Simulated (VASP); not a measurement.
Set up this calculation in VASP 6.6.1, as the native input.

```
Task                   : band structure
Functional             : LDA
Potentials or basis    : VASP PAW LDA potentials, release 64 (Ga_d, N)
Cutoff                 : 520 eV
k mesh                 : 8 × 5 × 4
Occupations            : gaussian, width 0.02 eV
Spin                   : no spin polarisation
Further INCAR settings : ALGO = Normal; EDIFF = 1e-06
```

Crystal: GaN.

```
Ga N
1.0
     3.14046    0.00000    0.00000
     0.00000    5.08754    0.00000
     0.00000    0.00000    5.49600
Ga N
4 4
Direct
  0.00000 0.00022 0.33386
  0.50000 0.00022 0.83386
  0.50000 0.50022 0.16614
  0.00000 0.50022 0.66614
  0.00000 0.62178 0.33424
  0.50000 0.62178 0.83424
  0.50000 0.12178 0.16576
  0.00000 0.12178 0.66576
```

The cell was built by a generator and isn't the measured one.

One way to write it, as run:

POSCAR

```
GaN                                     
1.0
    3.1404565028      0.0000000000      0.0000000000
    0.0000000000      5.0875395346      0.0000000000
    0.0000000000      0.0000000000      5.4960037462
  Ga              N             
     4     4
Direct
     0.0000000000000000    0.0002248515550082    0.3338615098419213
     0.5000000000000000    0.0002248515550082    0.8338615098419212
     0.5000000000000000    0.5002248515550082    0.1661384901580787
     1.0000000000000000    0.5002248515550082    0.6661384901580788
     0.0000000000000000    0.6217751484449917    0.3342403424970006
     0.5000000000000000    0.6217751484449917    0.8342403424970007
     0.5000000000000000    0.1217751484449917    0.1657596575029994
     0.0000000000000000    0.1217751484449917    0.6657596575029993
```

INCAR.step1

```
ALGO = Normal ; EDIFF = 1E-6
ENCUT = 520 ; ISIF = 2
ISMEAR = 0 ; KPAR = 2
LASPH = True ; LCHARG = True
LREAL = False ; LWAVE = False
NELM = 80 ; PREC = Accurate
SIGMA = 0.02
```

KPOINTS.step1

```
k-points
0
Gamma
  8 5 4
```

INCAR.step2

```
ALGO = Normal ; EDIFF = 1E-6
ENCUT = 520 ; ICHARG = 11
ISIF = 2 ; ISMEAR = 0
KPAR = 2 ; LASPH = True
LCHARG = False ; LREAL = False
LWAVE = False ; NELM = 80
PREC = Accurate ; SIGMA = 0.05
```

KPOINTS.step2

```
path GXSYGZURTZ,YT,UX,SR
10
line-mode
reciprocal
 0.0000000000  0.0000000000  0.0000000000  G
 0.5000000000  0.0000000000  0.0000000000  X

 0.5000000000  0.0000000000  0.0000000000  X
 0.5000000000  0.5000000000  0.0000000000  S

 0.5000000000  0.5000000000  0.0000000000  S
 0.0000000000  0.5000000000  0.0000000000  Y

 0.0000000000  0.5000000000  0.0000000000  Y
 0.0000000000  0.0000000000  0.0000000000  G

 0.0000000000  0.0000000000  0.0000000000  G
 0.0000000000  0.0000000000  0.5000000000  Z

 0.0000000000  0.0000000000  0.5000000000  Z
 0.5000000000  0.0000000000  0.5000000000  U

 0.5000000000  0.0000000000  0.5000000000  U
 0.5000000000  0.5000000000  0.5000000000  R

 0.5000000000  0.5000000000  0.5000000000  R
 0.0000000000  0.5000000000  0.5000000000  T

 0.0000000000  0.5000000000  0.5000000000  T
 0.0000000000  0.0000000000  0.5000000000  Z

 0.0000000000  0.5000000000  0.0000000000  Y
 0.0000000000  0.5000000000  0.5000000000  T

 0.5000000000  0.0000000000  0.5000000000  U
 0.5000000000  0.0000000000  0.0000000000  X

 0.5000000000  0.5000000000  0.0000000000  S
 0.5000000000  0.5000000000  0.5000000000  R
```

Potentials or basis: VASP PAW LDA potentials, release 64 (Ga_d, N).

Launch:

```sh
$ cat potpaw_LDA.64/Ga_d/POTCAR potpaw_LDA.64/N/POTCAR > POTCAR
$ cp INCAR.step1 INCAR
$ cp KPOINTS.step1 KPOINTS
$ mpirun -np 2 vasp_std > vasp.out
$ cp INCAR.step2 INCAR
$ cp KPOINTS.step2 KPOINTS
$ mpirun -np 2 vasp_std > vasp.out
```

Results of the run:

| Property | Result |
| --- | --- |
| Band gap on the k mesh | 2.20 eV |
| Band gap along the path | 2.20 eV |

Caveat: the log is that of the step along the path at fixed density, whose energy, stress, charges and moments have no meaning.

Wall time 2.5 min on 2 MPI ranks on AMD EPYC 9R14 (Zen 4), on a shared host, peak memory 0.37 GiB a rank.
